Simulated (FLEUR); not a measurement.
# Ti (P6_3/mmc) in FLEUR: a series of runs

Runs on Ti. Level: PBE. Tasks: single point.

Program: FLEUR MaX-R8.1 (later development tree). These are calculated values, not measurements. Logs are shortened: lines on timing, memory, paths and dates and some standing lists are left out, and cuts for length are marked.

## Step 1: Starting point

The structure is hexagonal, space group P6_3/mmc (No. 194). The conventional cell has a = 2.950 Å, b = 2.950 Å, c = 4.680 Å, α = 90.00°, β = 90.00°, γ = 120.00°. Ti (site symmetry -6m2) is surrounded by 12 Ti at 2.89 to 2.95 Å.

## Step 2: Single point, PBE

inp.xml

```xml
<?xml version="1.0" encoding="UTF-8" standalone="no"?>
<fleurInput fleurInputVersion="0.39">
   <comment>
      Ti                                                                                                  
   </comment>
   <calculationSetup>
      <cutoffs Kmax="4.1" Gmax="12.7" GmaxXC="12.7" numbands="0"/>
      <scfLoop itmax="60" minDistance="0.00001" maxIterBroyd="15" imix="Anderson" alpha="0.05" precondParam="0.0" spinf="2.0" sdNocoIR="T"/>
      <coreElectrons ctail="T" frcor="F" kcrel="0" coretail_lmax="0"/>
      <xcFunctional name="pbe" relativisticCorrections="F"/>
      <magnetism jspins="1"/>
      <soc l_soc="F" theta="0.0" phi="0.0" spav="F"/>
      <expertModes spex="0" secvar="F"/>
      <geometryOptimization l_f="T" forcealpha="1.0" forcemix="BFGS" epsdisp="0.0005" epsforce="0.0002"/>
      <ldaU l_linMix="F" mixParam="0.05" spinf="1.0"/>
   </calculationSetup>
   <cell>
      <bzIntegration valenceElectrons="24.0" mode="hist" fermiSmearingEnergy="0.00183747">
         <kPointListSelection listName="default-1"/>
         <!-- k-points included here -->
         <xi:include xmlns:xi="http://www.w3.org/2001/XInclude" href="kpts.xml"> </xi:include>
      </bzIntegration>
      <!-- symmetry operations included here -->
      <xi:include xmlns:xi="http://www.w3.org/2001/XInclude" href="sym.xml"> </xi:include>
      <bulkLattice scale="1.0">
         <bravaisMatrix>
            <row-1>    5.5746920675700000     0.0000000000000000     0.0000000000000000</row-1>
            <row-2>   -2.7873460337850000     4.8278249488590683     0.0000000000000000</row-2>
            <row-3>    0.0000000000000000     0.0000000000000000     8.8439182631279998</row-3>
         </bravaisMatrix>
      </bulkLattice>
   </cell>
   <atomSpecies>
      <species name="Titanium (Ti)" element="Ti" atomicNumber="22">
         <mtSphere radius="2.46" gridPoints="837" logIncrement="0.014"/>
         <atomicCutoffs lmax="10" lnonsphr="8"/>
         <electronConfig flipSpins="F">
            <coreConfig>(1s1/2) (2s1/2) (2p1/2) (2p3/2)</coreConfig>
            <valenceConfig>(3s1/2) (3p1/2) (3p3/2) (4s1/2) (3d3/2) (3d5/2)</valenceConfig>
            <stateOccupation state="(3d3/2)" spinUp="0.400000" spinDown="0.400000"/>
            <stateOccupation state="(3d5/2)" spinUp="0.600000" spinDown="0.600000"/>
         </electronConfig>
         <energyParameters s="4" p="4" d="3" f="4"/>
         <lo type="SCLO" l="0" n="3" eDeriv="0"/>
         <lo type="SCLO" l="1" n="3" eDeriv="0"/>
         <lo type="SCLO" l="1" n="3" eDeriv="1"/>
         <lo type="SCLO" l="2" n="3" eDeriv="2"/>
         <lo type="SCLO" l="3" n="4" eDeriv="2"/>
      </species>
   </atomSpecies>
   <atomGroups>
      <atomGroup species="Titanium (Ti)">
         <relPos label="                   1">-1.000/3.000 1.000/3.000 -1.000/4.000</relPos>
         <relPos label="                   2">1.000/3.000 -1.000/3.000 1.000/4.000</relPos>
         <force calculate="T" relaxXYZ="TTT"/>
      </atomGroup>
   </atomGroups>
   <output dos="F" band="F" slice="F">
      <checks vchk="F" cdinf="F"/>
      <bandDOS minEnergy="-.5*Htr" maxEnergy="0.5*Htr" sigma="0.015" storeEVData="T"/>
      <vacuumDOS vacdos="F" integ="F" star="F" nstars="0" locx1="0.0" locy1="0.0" locx2="0.0" locy2="0.0" nstm="0" tworkf="0.0"/>
      <unfoldingBand unfoldBand="F" supercellX="1" supercellY="1" supercellZ="1"/>
      <plotting iplot="0" polar="F">
         <plot TwoD="T" vec1="  1.0  0.0  0.0" vec2="  0.0  1.0  0.0" vec3="  0.0  0.0  1.0" zero="  0.0  0.0  0.0" file="plot"/>
      </plotting>
      <chargeDensitySlicing numkpt="0" minEigenval="0.0" maxEigenval="0.0" nnne="0" pallst="F"/>
      <specialOutput eonly="F"/>
      <moessbauerParams electricFieldGradient="T" isomerShift="T" coreHyperfine="T" valenceHyperfine="T"/>
      <magneticCircularDichroism mcd="F" energyLo="-10.0" energyUp="0.0"/>
   </output>
  <!-- We include the file relax.xml here to enable relaxations (see documentation) -->
  <xi:include xmlns:xi="http://www.w3.org/2001/XInclude" href="relax.xml"> <xi:fallback/> </xi:include>
</fleurInput>
```

crystal.txt

```
Ti
&input cartesian=F /
2.9500000000  0.0000000000  0.0000000000
-1.4750000000  2.5547749412  0.0000000000
0.0000000000  0.0000000000  4.6800000000
1.8897261246
1.0 1.0 1.0

2
22 0.6666666667  0.3333333333  0.7500000000
22 0.3333333333  0.6666666667  0.2500000000

&kpt div1=10 div2=10 div3=6 gamma=T /
```

Potentials or basis: all-electron, FLAPW.

Run with:

```
> inpgen -f crystal.txt -profile fastHighL
> # inp.xml edited to the form shown
> fleur_MPI
```

Output:

```text
Welcome to FLEUR        (www.flapw.de)
      MaX-Release 8.1          (www.max-centre.eu)

 ========== k-point set info ==========
 Selected k-point list: default-1
 k-point list type: mesh
 10 x 10 x 6
 Number of k points: 56

 ------------Calculation Setup---------------------------
 Number of MPI-tasks      :            1
 Number of PE/node        :            1
 Number of OMP-threads    :            1
 Most efficient MPI parallelization for:
           1           2           4           7           8          14          28          56
 Additional eigenvalue parallelization possible
 Number of basis functions:          360
 Approximate size of matrices (H+S) per k-point:         0.002 GB
 --------------------------------------------------------
 Iteration:     1   Distance:       7.90333591 me/bohr^3
 Iteration:     2   Distance:       7.05254606 me/bohr^3
 Iteration:     3   Distance:       2.69683634 me/bohr^3
 Iteration:     4   Distance:       2.10863529 me/bohr^3
 Iteration:     5   Distance:       0.76512257 me/bohr^3
 Iteration:     6   Distance:       0.65486821 me/bohr^3
 Iteration:     7   Distance:       0.04817857 me/bohr^3
 Iteration:     8   Distance:       0.00934885 me/bohr^3
 Iteration:     9   Distance:       0.00634002 me/bohr^3
 Iteration:    10   Distance:       0.00132724 me/bohr^3
 Iteration:    11   Distance:       0.00163945 me/bohr^3
 Iteration:    12   Distance:       0.00006918 me/bohr^3
 Iteration:    13   Distance:       0.00003016 me/bohr^3
 Iteration:    14   Distance:       0.00000590 me/bohr^3

 ********************************************************************
 Run finished successfully
 Stop message:
   Structural relaxation: Done
 ********************************************************************
```

out.xml (last iteration):

```text
<iteration numberForCurrentRun="   15" overallNumber="   15">
         <energyParameters units="Htr">
            <atomicEP atomType="1" spin="1" branch="4s" branchLowest="-1.74" branchHighest="2.05" value="0.2252073539"/>
            <atomicEP atomType="1" spin="1" branch="4p" branchLowest="-0.84" branchHighest="2.53" value="0.3366528372"/>
            <atomicEP atomType="1" spin="1" branch="3d" branchLowest="-9.99" branchHighest="0.56" value="0.3396220372"/>
            <atomicEP atomType="1" spin="1" branch="4f" branchLowest="-9.99" branchHighest="2.97" value="0.6210653961"/>
            <loAtomicEP atomType="1" spin="1" branch="3s" branchLowest="-19.19" branchHighest="-1.74" value="-1.7587707866"/>
            <loAtomicEP atomType="1" spin="1" branch="3p" branchLowest="-15.78" branchHighest="-0.84" value="-0.8868639814"/>
            <loAtomicEP atomType="1" spin="1" branch="3p" branchLowest="-15.78" branchHighest="-0.84" value="-0.8868639814"/>
            <loAtomicEP atomType="1" spin="1" branch="3d" branchLowest="-9.99" branchHighest="0.56" value="0.3392307303"/>
            <loAtomicEP atomType="1" spin="1" branch="4f" branchLowest="-9.99" branchHighest="2.97" value="0.6210682100"/>
         </energyParameters>
         <eigenvalues>
            <eigenvaluesAt spin="1" ikpt="1" k_x="0.00000000" k_y="0.00000000" k_z="0.00000000">
                      -1.7629941497       -1.7582616175       -0.9025698546       -0.8799878964       -0.8799878964
                      -0.8777738987       -0.8764653142       -0.8764653142        0.1000021454        0.2286948768
                       0.3519953508        0.3543489155        0.3543489155        0.3579472814        0.3722047928
                       0.3722047928        0.3852257107        0.3852257107        0.4401244623
            </eigenvaluesAt>
            <eigenvaluesAt spin="1" ikpt="2" k_x="0.00000000" k_y="0.00000000" k_z="0.16666667">
                      -1.7626809566       -1.7585825872       -0.9009667282       -0.8797521099       -0.8797521099
                      -0.8794976681       -0.8767020900       -0.8767020900        0.1084284339        0.2236408350
                       0.3394393854        0.3509930783        0.3509930783        0.3533624683        0.3678622690
                       0.3678622690        0.3939125742        0.3939125742        0.4403941220
            </eigenvaluesAt>
            <eigenvaluesAt spin="1" ikpt="3" k_x="0.00000000" k_y="0.00000000" k_z="0.33333333">
                      -1.7618229627       -1.7594567941       -0.8965497893       -0.8841593082       -0.8791106288
                      -0.8791106288       -0.8773496759       -0.8773496759        0.1323729840        0.2026847049
                       0.3253880894        0.3416467967        0.3482641959        0.3482641959        0.3587467858
                       0.3587467858        0.4110292064        0.4110292064        0.4375121141
            </eigenvaluesAt>
            <eigenvaluesAt spin="1" ikpt="4" k_x="0.00000000" k_y="0.00000000" k_z="0.50000000">
                      -1.7606436953       -1.7606436953       -0.8904144331       -0.8904144331       -0.8782311115
                      -0.8782311115       -0.8782311115       -0.8782311115        0.1672322695        0.1672322695
                       0.3289226979        0.3289226979        0.3510255609        0.3510255609        0.3510255609
                       0.3510255609        0.4273411666        0.4273411666        0.4273411666
            </eigenvaluesAt>
         </eigenvalues>
         <bandgap value="0.0120409320" units="eV"/>
         <sumValenceSingleParticleEnergies value="-15.5657110658" units="Htr"/>
         <FermiEnergy value="0.3256929325" units="Htr"/>
         <valenceDensity>
            <mtCharges spin="1">
               <mtCharge atomType="1" total="10.4678340" s="2.3009412" p="6.1982697" d="1.9554030" f="0.0115681"/>
            </mtCharges>
            <spinDependentCharge spin="1" total="24.0000000" interstitial="3.0643320" mtSpheres="20.9356680"/>
            <totalCharge value="24.0000000000"/>
         </valenceDensity>
         <coreStates atomType="     1" atomicNumber=" 22" spin="1" kinEnergy="    793.2255342848" eigValSum="   -489.8004178238" lostElectrons=" 0.000000">
            <state n="1" l="0" j="0.5" energy="-178.3556687404" weight="1.0000000000"/>
            <state n="2" l="0" j="0.5" energy="-19.1907448590" weight="1.0000000000"/>
            <state n="2" l="1" j="0.5" energy="-15.9260016586" weight="1.0000000000"/>
            <state n="2" l="1" j="1.5" energy="-15.7138968270" weight="2.0000000000"/>
         </coreStates>
         <allElectronCharges>
            <spinDependentCharge spin="1" total="44.0000000" interstitial="3.0643320" mtSpheres="40.9356680"/>
            <totalCharge value="44.0000000000"/>
         </allElectronCharges>
         <moessbauerParams unitsHFF="kG" unitsIS="e/bohr^3" unitsEFG="Htr/bohr^2">
            <coreIsomerShift atomType="1" isTotal="8423.82324">
               <shell n="1" l="0" isomerShift="7739.50678"/>
               <shell n="2" l="0" isomerShift="681.78412"/>
               <shell n="2" l="1" isomerShift="2.53235"/>
            </coreIsomerShift>
            <isomerShift atomType="1" nucleusRadius="0.0000858" averageDensity="8521.65048"/>
            <electricFieldGradient atomType="1" VXX="-0.09179" VYY="-0.09179" VZZ="0.18358" asymParam="0.00000">
            </electricFieldGradient>
         </moessbauerParams>
         <totalEnergy                                    value="    -1707.6366969588" units="Htr">
            <sumOfEigenvalues                            value="     -995.1665467133">
               <coreElectrons value="-979.6008356476"/>
               <valenceElectrons value="-15.5657110658"/>
            </sumOfEigenvalues>
            <densityCoulombPotentialIntegral value="-2609.8931687984"/>
            <densityEffectivePotentialIntegral value="-2719.1951602035"/>
            <chargeDenXCDenIntegral value="-84.3626102470"/>
            <FockExchangeEnergyValence value="0.0000000000"/>
            <FockExchangeEnergyCore value="0.0000000000"/>
            <atomTypeDependentContributions atomType="1">
               <electronNucleiInteractionDifferentMTs value="2022.5617108802"/>
               <MadelungTerm value="-19.7944049226"/>
            </atomTypeDependentContributions>
            <tkbTimesEntropy value="0.0007156354"/>
            <freeEnergy value="-1707.6374125942"/>
            <extrapolationTo0K value="-1707.6370547765"/>
         </totalEnergy>
         <totalForcesOnRepresentativeAtoms units="Htr/bohr">
            <forceTotal atomType="1" x="-2.787346" y="1.609275" z="-2.210980" F_x="0.00000000" F_y="0.00000000" F_z="0.00000000"/>
         </totalForcesOnRepresentativeAtoms>
      </iteration>
```

Run time: 43 s. Hardware: 1 thread of Arm Neoverse V2, shared host; peak memory 0.07 GiB.

Results:

```yaml
Free_energy: -46467.1812 eV
Band_gap_on_the_k_mesh: none (metal or under the smearing width)
Valence_electrons_inside_the_program's_atomic_spheres: Ti 10.47 (radii Ti 2.46 bohr)
```

Core levels (eV from the Fermi level):
| atom | levels |
| --- | --- |
| 1 Ti | 1s1/2 -4862.2, 2s1/2 -531.1, 2p1/2 -442.2, 2p3/2 -436.5 |
| 2 Ti | 1s1/2 -4862.2, 2s1/2 -531.1, 2p1/2 -442.2, 2p3/2 -436.5 |

## Step 3: Single point, PBE (atoms moved at random, drawn with an rms of 0.05 Å)

Edit inp.xml of step 2 so:

```diff
@@ -34,3 +34,3 @@
       <species name="Titanium (Ti)" element="Ti" atomicNumber="22">
-         <mtSphere radius="2.46" gridPoints="837" logIncrement="0.014"/>
+         <mtSphere radius="2.46" gridPoints="829" logIncrement="0.015"/>
          <atomicCutoffs lmax="10" lnonsphr="8"/>
@@ -52,4 +52,4 @@
       <atomGroup species="Titanium (Ti)">
-         <relPos label="                   1">-1.000/3.000 1.000/3.000 -1.000/4.000</relPos>
-         <relPos label="                   2">1.000/3.000 -1.000/3.000 1.000/4.000</relPos>
+         <relPos label="                   1">-.3259055000 .3269860000 -.2501215000</relPos>
+         <relPos label="                   2">.3259055000 -.3269860000 .2501215000</relPos>
          <force calculate="T" relaxXYZ="TTT"/>
```

Edit crystal.txt of step 2 so:

```diff
@@ -9,4 +9,4 @@
 2
-22 0.6666666667  0.3333333333  0.7500000000
-22 0.3333333333  0.6666666667  0.2500000000
+22 0.6861620000  0.3268800000  0.7484870000
+22 0.3379730000  0.6729080000  0.2487300000
```

Potentials or basis: all-electron, FLAPW.

Run with:

```
> inpgen -f crystal.txt -profile fastHighL
> # inp.xml edited to the form shown
> fleur_MPI
```

Output:

```text
Welcome to FLEUR        (www.flapw.de)
      MaX-Release 8.1          (www.max-centre.eu)

 ========== k-point set info ==========
 Selected k-point list: default-1
 k-point list type: mesh
 10 x 10 x 6
 Number of k points: 304

 ------------Calculation Setup---------------------------
 Number of MPI-tasks      :            1
 Number of PE/node        :            1
 Number of OMP-threads    :            1
 Most efficient MPI parallelization for:
           1           2           4           8          16          19          38          76         152         304
 Additional eigenvalue parallelization possible
 Number of basis functions:          360
 Approximate size of matrices (H+S) per k-point:         0.002 GB
 --------------------------------------------------------
 Iteration:     1   Distance:       7.82262946 me/bohr^3
 Iteration:     2   Distance:       6.97951846 me/bohr^3
 Iteration:     3   Distance:       2.70508204 me/bohr^3
 Iteration:     4   Distance:       2.10880182 me/bohr^3
 Iteration:     5   Distance:       0.74326905 me/bohr^3
 Iteration:     6   Distance:       0.46621726 me/bohr^3
 Iteration:     7   Distance:       0.03798404 me/bohr^3
 Iteration:     8   Distance:       0.02745529 me/bohr^3
 Iteration:     9   Distance:       0.02816440 me/bohr^3
 Iteration:    10   Distance:       0.00432386 me/bohr^3
 Iteration:    11   Distance:       0.00073582 me/bohr^3
 Iteration:    12   Distance:       0.00108649 me/bohr^3
 Iteration:    13   Distance:       0.00020939 me/bohr^3
 Iteration:    14   Distance:       0.00012714 me/bohr^3
 Iteration:    15   Distance:       0.00001523 me/bohr^3
 Iteration:    16   Distance:       0.00001407 me/bohr^3
 Iteration:    17   Distance:       0.00000232 me/bohr^3
 Reset of history

 ********************************************************************
 Run finished successfully
 Stop message:
   Structural relaxation: new displacements generated
 ********************************************************************
```

Run time: 8.1 min. Hardware: 1 thread of Arm Neoverse V2, shared host; peak memory 0.13 GiB.

Results:

| Property | Result |
| --- | --- |
| Free energy | -46467.1773 eV |
| Largest force | 0.107 eV/Å |
| Band gap on the k mesh | none (metal or under the smearing width) |
| Valence electrons inside the program's atomic spheres | Ti 10.47 (radii Ti 2.46 bohr) |

Forces in eV/Å, atoms in the order of the input:
```
Ti  -0.095  0.049  0.003
Ti   0.095 -0.049 -0.003
```

Levels at points of the mesh, in eV from the Fermi level:
```csv
k point,band 8,band 9,band 10,band 11,band 12,band 13,band 14,band 15,band 16,band 17
"(0.00, 0.00, 0.00)",-32.70,-6.14,-2.64,0.72,0.75,0.82,0.84,1.25,1.31,1.51
"(0.00, 0.00, 0.50)",-32.76,-4.31,-4.31,0.08,0.09,0.67,0.67,0.72,0.72,2.72
"(0.00, 0.50, 0.00)",-32.78,-2.28,-2.10,-1.75,-0.64,0.50,0.55,1.12,3.29,3.49
"(0.00, 0.50, 0.50)",-32.86,-2.51,-2.50,-0.78,-0.78,1.29,1.29,1.75,1.75,3.43
"(0.50, 0.00, 0.00)",-32.78,-2.27,-2.10,-1.74,-0.64,0.49,0.55,1.12,3.29,3.49
"(0.50, 0.00, 0.50)",-32.86,-2.51,-2.51,-0.78,-0.77,1.29,1.29,1.75,1.75,3.43
"(0.50, 0.50, 0.00)",-32.78,-2.38,-2.10,-1.90,-0.60,0.46,0.83,1.22,3.34,3.49
"(0.50, 0.50, 0.50)",-32.86,-2.45,-2.45,-0.83,-0.83,1.29,1.29,1.71,1.71,3.44
```

Core levels (eV from the Fermi level):
```
atom                                                   levels
1 Ti  1s1/2 -4862.2, 2s1/2 -531.1, 2p1/2 -442.2, 2p3/2 -436.5
2 Ti  1s1/2 -4862.2, 2s1/2 -531.1, 2p1/2 -442.2, 2p3/2 -436.5
```
